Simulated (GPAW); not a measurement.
Ta:

```
Ta
1.0
     2.90037    0.00000    0.00000
    -1.45019    2.51180    0.00000
     0.00000    0.00000    5.16627
Ta
2
Direct
  0.33333 0.66667 0.25000
  0.66667 0.33333 0.75000
```

This isn't the form of Ta at room conditions, which is bcc.

- Program: GPAW 26.7.0
- Task: relaxation of cell and atoms
- Functional: PBEsol
- Dispersion: D3
- Potentials or basis: PAW data sets generated in the run's folder for this functional
- Cutoff: 600 eV
- Basis: pw
- k mesh: 9 × 9 × 5
- Occupations: fermi-dirac, width 0.05 eV
- Spin: no spin polarisation

At the start: pressure -11.8 GPa; volume 18.82 Å³/atom.

Q: Where does the relaxation end?

A: Over 6 steps the energy falls by 46.3 meV/atom and the volume is 17.69 Å³/atom (-6.0 %); space group P6_3/mmc (No. 194, to 0.05 Å).

The path:
```
step  energy change (eV)  largest force (eV/Å)  pressure (GPa)  volume (Å³)
   1              0.0000                0.0000          -11.77        37.64
   2             -0.0653                0.0001           -6.59        36.54
   3             -0.0920                0.0001            0.53        35.26
   4             -0.0922                0.0000            0.05        35.34
   5             -0.0924                0.0000           -0.07        35.36
   6             -0.0926                0.0000           -0.10        35.38
```

Final structure:
```yaml
crystal:
  lattice:
    - [2.83100, 0.00000, 0.00000]
    - [-1.41550, 2.45172, 0.00000]
    - [0.00000, 0.00000, 5.09675]
  atoms:
    - { symbol: Ta, position: [0.33333, 0.66667, 0.25000] }
    - { symbol: Ta, position: [0.66667, 0.33333, 0.75000] }
```

Caveat: later steps reuse the first step's grids; pairwise dispersion overbinds metals, which lowers pressure and volume.
